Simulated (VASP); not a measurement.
# Sb (Fm-3m) in VASP: single point with PBE+D3(BJ)

Aim: the single point of Sb with PBE+D3(BJ).

Everything below comes from runs of VASP 6.6.1. Logs are shortened: lines on timing, memory, paths and dates and some standing lists are left out, and cuts for length are marked.

## 1. The crystal as given

The structure is cubic, space group Fm-3m (No. 225). Conventional cell: a = 4.742 Å, b = 4.742 Å, c = 4.742 Å, α = 90.00°, β = 90.00°, γ = 90.00°. Sb (site symmetry m-3m) is surrounded by 12 Sb at 3.35 Å.

This isn't the form of Sb at room conditions, which is rhombohedral.

## 2. Single point, PBE+D3(BJ)

File INCAR:

```
ALGO     = Normal         # electronic algorithm
EDIFF    = 1E-6           # SCF threshold, eV
ENCUT    = 520            # plane-wave cutoff, eV
GGA      = PE             # functional
ISIF     = 2              # what is computed and relaxed
ISMEAR   = 0              # smearing method
IVDW     = 12             # dispersion correction
LASPH    = T              # aspherical terms in the spheres
LCHARG   = F              # write CHGCAR
LREAL    = F              # projectors in reciprocal space
LWAVE    = F              # write WAVECAR
NBANDS   = 8              # bands
NELM     = 100            # most SCF steps
PREC     = Accurate       # precision mode
SIGMA    = 0.1            # smearing width, eV
```

File KPOINTS:

```
k-points
0
Gamma
  6 6 6
```

File POSCAR:

```
Sb
1.0
    0.0000000000      2.3712425216      2.3712425216
    2.3712425216      0.0000000000      2.3712425216
    2.3712425216      2.3712425216      0.0000000000
Sb
1
Direct
    0.0000000000      0.0000000000      0.0000000000
```

Potentials or basis: VASP PAW PBE potentials, release 64 (Sb).

Command:

```bash
$ cat potpaw_PBE.64/Sb/POTCAR > POTCAR
$ mpirun -np 1 vasp_std > vasp.out
```

OUTCAR:

```text
EDIFF = 1E-6
   ENCUT = 520
   GGA = PE
   ISIF = 2
   ISMEAR = 0
   IVDW = 12
   LASPH = T
   LREAL = F
   NELM = 100
   PREC = Accurate
 IVDW          = 12

 ion  position               nearest neighbor table
   1  0.000  0.000  0.000-

  LATTYP: Found a face centered cubic cell.
 ALAT       =     4.7424850432

  Lattice vectors:

 A1 = (   0.0000000000,   2.3712425216,   2.3712425216)
 A2 = (   2.3712425216,   0.0000000000,   2.3712425216)
 A3 = (   2.3712425216,   2.3712425216,   0.0000000000)

Analysis of symmetry for initial positions (statically):
=====================================================================
 Subroutine PRICEL returns:
 Original cell was already a primitive cell.

 Routine SETGRP: Setting up the symmetry group for a
 face centered cubic supercell.

 Subroutine GETGRP returns: Found 48 space group operations
 (whereof 48 operations were pure point group operations)
 out of a pool of 48 trial point group operations.

The static configuration has the point symmetry O_h .

Analysis of symmetry for dynamics (positions and initial velocities):
=====================================================================
 Subroutine PRICEL returns:
 Original cell was already a primitive cell.

 Routine SETGRP: Setting up the symmetry group for a
 face centered cubic supercell.

 Subroutine GETGRP returns: Found 48 space group operations
 (whereof 48 operations were pure point group operations)
 out of a pool of 48 trial point group operations.

The dynamic configuration has the point symmetry O_h .

 Subroutine INISYM returns: Found 48 space group operations
 (whereof 48 operations are pure point group operations),
 and found     1 'primitive' translations

----------------------------------------------------------------------------------------

                                     Primitive cell

  volume of cell :      26.6660

  direct lattice vectors                    reciprocal lattice vectors
     0.000000000  2.371242522  2.371242522    -0.210859916  0.210859916  0.210859916
     2.371242522  0.000000000  2.371242522     0.210859916 -0.210859916  0.210859916
     2.371242522  2.371242522  0.000000000     0.210859916  0.210859916 -0.210859916

  length of vectors
     3.353443334  3.353443334  3.353443334     0.365220089  0.365220089  0.365220089

  position of ions in fractional coordinates (direct lattice)
     0.000000000  0.000000000  0.000000000

  ion indices of the primitive-cell ions
   primitive index   ion index
                 1           1

----------------------------------------------------------------------------------------

 KPOINTS: k-points

Automatic generation of k-mesh.
 Grid dimensions read from file:
 generate k-points for:    6    6    6

 Generating k-lattice:

  Cartesian coordinates                     Fractional coordinates (reciprocal lattice)
    -0.035143319  0.035143319  0.035143319     0.166666667  0.000000000  0.000000000
     0.035143319 -0.035143319  0.035143319     0.000000000  0.166666667  0.000000000
     0.035143319  0.035143319 -0.035143319     0.000000000  0.000000000  0.166666667

  Length of vectors
     0.060870015  0.060870015  0.060870015

  Shift w.r.t. Gamma in fractional coordinates (k-lattice)
     0.000000000  0.000000000  0.000000000

 Subroutine IBZKPT returns following result:
 ===========================================

 Found     16 irreducible k-points:

 Following reciprocal coordinates:
            Coordinates               Weight
  0.000000  0.000000  0.000000      1.000000
  0.166667  0.000000  0.000000      8.000000
  0.333333  0.000000  0.000000      8.000000
  0.500000  0.000000  0.000000      4.000000
  0.166667  0.166667  0.000000      6.000000
  0.333333  0.166667  0.000000     24.000000
[... 8 lines left out ...]
 -0.333333  0.333333  0.166667     24.000000
 -0.333333  0.500000  0.166667     12.000000
   k-points           NKPTS =     16   k-points in BZ     NKDIM =     16   number of bands    NBANDS=      8
   number of dos      NEDOS =    301   number of ions     NIONS =      1
   total plane-waves  NPLWV =  21952
   dimension x,y,z NGX =    28 NGY =   28 NGZ =   28
   dimension x,y,z NGXF=    56 NGYF=   56 NGZF=   56
   ions per type =               1
   NGX,Y,Z   is equivalent  to a cutoff of  13.88, 13.88, 13.88 a.u.
   NGXF,Y,Z  is equivalent  to a cutoff of  27.76, 27.76, 27.76 a.u.
 SYSTEM =  unknown system
   PREC   = accura    normal or accurate (medium, high low for compatibility)
   ISTART =      0    job   : 0-new  1-cont  2-samecut
   ICHARG =      2    charge: 1-file 2-atom 10-const
   ISPIN  =      1    spin polarized calculation?
   LNONCOLLINEAR =      F non collinear calculations
   LSORBIT =      F    spin-orbit coupling
   LASPH  =      T    aspherical Exc in radial PAW
   ENCUT  =  520.0 eV  38.22 Ry    6.18 a.u.   6.24  6.24  6.24*2*pi/ulx,y,z
   NELM   =    100;   NELMIN=  2; NELMDL= -5     # of ELM steps
   EDIFF  = 0.1E-05   stopping-criterion for ELM
   LREAL  =      F    real-space projection
   EDIFFG = 0.1E-04   stopping-criterion for IOM
   NSW    =      0    number of steps for IOM
   IBRION =     -1    ionic relax: 0-MD 1-quasi-New 2-CG
   NFREE  =      0    steps in history (QN), initial steepest desc. (CG)
   ISIF   =      2    stress and relaxation
   ISYM   =      2    0-nonsym 1-usesym 2-fastsym
   POTIM  = 0.5000    time-step for ionic-motion
   TEBEG  =    0.0;   TEEND  =   0.0 temperature during run
   PSTRESS=    0.0 pullay stress
   NELECT =       5.0000    total number of electrons
   NUPDOWN=      -1.0000    fix difference up-down
   EMIN   =  10.00;   EMAX   =-10.00  energy-range for DOS
   EFERMI =   0.00;   METHOD = LEGACY
   ISMEAR =     0;   SIGMA  =   0.10  broadening in eV -4-tet -1-fermi 0-gaus
   EFERMI_NEDOS =   21; number of points for ismear=-14 and -15
   IALGO  =     38    algorithm
   IMIX   =      4    mixing-type and parameters
     AMIX     =   0.40;   BMIX     =  1.00
     AMIX_MAG =   1.60;   BMIX_MAG =  1.00
  volume/ion in A,a.u.               =      26.67       179.95
  Fermi-wavevector in a.u.,A,eV,Ry     =   0.937013  1.770697 11.945820  0.877993
  Thomas-Fermi vector in A             =   2.064081
   LORBIT       =      0    0 simple, 1 ext, 2 COOP (PROOUT), +10 PAW based schemes
   GGA     = PE    functional components
   LHFCALC =     F    Hartree Fock is set to
   AEXX    =    0.0000 exact exchange contribution
   IVDW    =    12    specifies the selected vdW correction
   LEPSILON=     F    determine dielectric tensor
   LRPA    =     F    only Hartree local field effects (RPA)
 non-spin polarized calculation
 Gauss-broadening in eV      SIGMA  =   0.10
  energy-cutoff  :      520.00
  volume of cell :       26.67
 maximum number of plane-waves:       745
 NGX is ok and might be reduce to    28
   NGX = 13   NGY = 13   NGZ = 13

 number of electron       5.0000000 magnetization

 Free energy of the ion-electron system (eV)
  ---------------------------------------------------
  ext. energy  EPLUGINS =         0.00000000
  ---------------------------------------------------
  free energy    TOTEN  =        -3.85530534 eV

  energy without entropy =       -3.84531037  energy(sigma->0) =       -3.85030785

 E-fermi :   8.8700     XC(G=0): -10.2787

 val. band max:        8.5827514204   @ k =  -0.1667   0.1667   0.0000
 cond. band min:       8.8744368478   @ k =  -0.3333   0.3333   0.1667
 fundamental gap:      0.2916854274
 Fermi energy:         8.8699770554

 k-point     1 :       0.0000    0.0000    0.0000
  band No.  band energies     occupation
      1      -4.3521      2.00000
      2      14.0422      0.00000
      3      14.0422      0.00000
      4      14.0422      0.00000
      5      18.6359      0.00000
      6      18.6359      0.00000
      7      18.6359      0.00000
      8      18.8908      0.00000

 k-point     2 :       0.1667    0.0000    0.0000
  band No.  band energies     occupation
      1      -3.7993      2.00000
      2      10.3477      0.00000
      3      13.4448      0.00000
      4      13.4448      0.00000
      5      17.2040      0.00000
      6      19.4351      0.00000
      7      19.4351      0.00000
      8      21.1482      0.00000

 k-point     3 :       0.3333    0.0000    0.0000
  band No.  band energies     occupation
      1      -2.2016      2.00000
      2       5.5563      2.00000
      3      12.6378      0.00000
      4      12.6378      0.00000
      5      16.8021      0.00000
      6      18.3814      0.00000
      7      18.3814      0.00000
      8      19.2918      0.00000

 k-point     4 :       0.5000    0.0000    0.0000
  band No.  band energies     occupation
      1      -0.5451      2.00000
      2       2.7718      2.00000
      3      12.3282      0.00000
      4      12.3282      0.00000
      5      16.8840      0.00000
      6      17.7721      0.00000
      7      17.7721      0.00000
      8      18.2965      0.00000

 k-point     5 :       0.1667    0.1667    0.0000
  band No.  band energies     occupation
      1      -3.6139      2.00000
      2      11.6288      0.00000
      3      12.0125      0.00000
      4      12.0125      0.00000
      5      15.6835      0.00000
      6      17.6134      0.00000
      7      21.3052      0.00000
      8      21.3052      0.00000
[... 89 lines left out ...]
 k-point    14 :       0.5000    0.3333    0.1667
  band No.  band energies     occupation
      1      -0.8254      2.00000
      2       6.1498      2.00000
      3       7.5288      2.00000
      4       9.8803      0.00000
      5      16.6567      0.00000
      6      17.2924      0.00000
      7      19.6537      0.00000
      8      24.1247      0.00000

 k-point    15 :      -0.3333    0.3333    0.1667
  band No.  band energies     occupation
      1       0.6484      2.00000
      2       4.2549      2.00000
      3       6.9234      2.00000
      4       8.8744      0.94971
      5      16.7645      0.00000
      6      18.4875      0.00000
      7      21.2332      0.00000
      8      21.9229      0.00000

 k-point    16 :      -0.3333    0.5000    0.1667
  band No.  band energies     occupation
      1       1.2830      2.00000
      2       4.4792      2.00000
      3       6.7472      2.00000
      4       7.4800      2.00000
      5      16.1511      0.00000
      6      16.6870      0.00000
      7      22.2678      0.00000
      8      22.5524      0.00000

------------------------ aborting loop because EDIFF is reached ----------------------------------------

 Edisp (eV)   -0.52972

 E8    (eV) :    -0.2445

  FORCE on cell =-STRESS in cart. coord.  units (eV):
  Direction    XX          YY          ZZ          XY          YZ          ZX
  --------------------------------------------------------------------------------------
  -------------------------------------------------------------------------------------
  Total      -0.23626    -0.23626    -0.23626     0.00000    -0.00000    -0.00000
  in kB     -14.19519   -14.19519   -14.19519     0.00000    -0.00000    -0.00000
  external pressure =      -14.20 kB  Pullay stress =        0.00 kB

 VOLUME and BASIS-vectors are now :
 -----------------------------------------------------------------------------
  energy-cutoff  :      520.00
  volume of cell :       26.67
      direct lattice vectors                 reciprocal lattice vectors
     0.000000000  2.371242522  2.371242522    -0.210859916  0.210859916  0.210859916
     2.371242522  0.000000000  2.371242522     0.210859916 -0.210859916  0.210859916
     2.371242522  2.371242522  0.000000000     0.210859916  0.210859916 -0.210859916

 POSITION                                       TOTAL-FORCE (eV/Angst)
 -----------------------------------------------------------------------------------
      0.00000      0.00000      0.00000         0.000000      0.000000      0.000000
 -----------------------------------------------------------------------------------
    total drift:                                0.000000      0.000000      0.000000

  FREE ENERGIE OF THE ION-ELECTRON SYSTEM (eV)
  ---------------------------------------------------
  free  energy   TOTEN  =        -4.3850207075 eV

  energy  without entropy=       -4.3750257422  energy(sigma->0) =       -4.38002322
```

It took 4.9 s on 1 thread of Intel Xeon Platinum 8488C (Sapphire Rapids), shared host; peak memory 0.16 GiB.

Results:

```
Free energy                : -4.3850 eV
Pressure                   : -1.4 GPa
Band gap on the k mesh     : none (metal or under the smearing width)
Dispersion energy per atom : -0.530 eV
```

Levels at points of the mesh, in eV from the Fermi level:
| k point | band 1 | band 2 | band 3 | band 4 | band 5 |
| --- | --- | --- | --- | --- | --- |
| (0.00, 0.00, 0.00) | -13.22 | 5.17 | 5.17 | 5.17 | 9.77 |
| (0.50, 0.00, 0.00) | -9.42 | -6.10 | 3.46 | 3.46 | 8.01 |
| (0.50, 0.50, 0.00) | -7.76 | -5.19 | 0.16 | 0.16 | 3.93 |

Caveat: the k mesh is coarse (spacing up to 0.38 Å⁻¹), so the values aren't converged; pairwise dispersion overbinds metals, which lowers pressure and volume.
